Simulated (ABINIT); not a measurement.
# Sn: equation of state with LDA-PZ

The system is Sn.

```
Sn
1.0
     0.00000    3.23334    3.23334
     3.23334    0.00000    3.23334
     3.23334    3.23334    0.00000
Sn
2
Direct
  0.75000 0.75000 0.75000
  0.50000 0.50000 0.50000
```

This isn't the form of Sn at room conditions, which is tetragonal (white tin).

```
Program             : ABINIT 10.8.3 (patched build)
Task                : equation of state
Functional          : LDA-PZ
Potentials or basis : JTH PAW LDA v2.0 sp
Cutoff              : 408 eV
k mesh              : 7 × 7 × 7
Occupations         : fermi-dirac, width 0.05 eV
Spin                : no spin polarisation
```

```
Equilibrium volume                      : 34.04 Å³/atom
Bulk modulus                            : 45 GPa
Pressure derivative of the bulk modulus : 5.1
```

Energy against volume, from the lowest point:
```
volume (Å³/atom)  energy (meV/atom)
          31.775              23.99
          32.451              11.18
          33.127               3.38
          33.803               0.00
          34.479               0.55
          35.155               4.59
          35.831              11.70
```

Run time: 33 s on 1 thread of Arm Neoverse V1 (shared host), peak memory 0.13 GiB.

Caveat: pressures at fixed basis lie under the slope of the energies; this set keeps more shells in the core, which shifts pressures and gaps; the atomic spheres overlap.
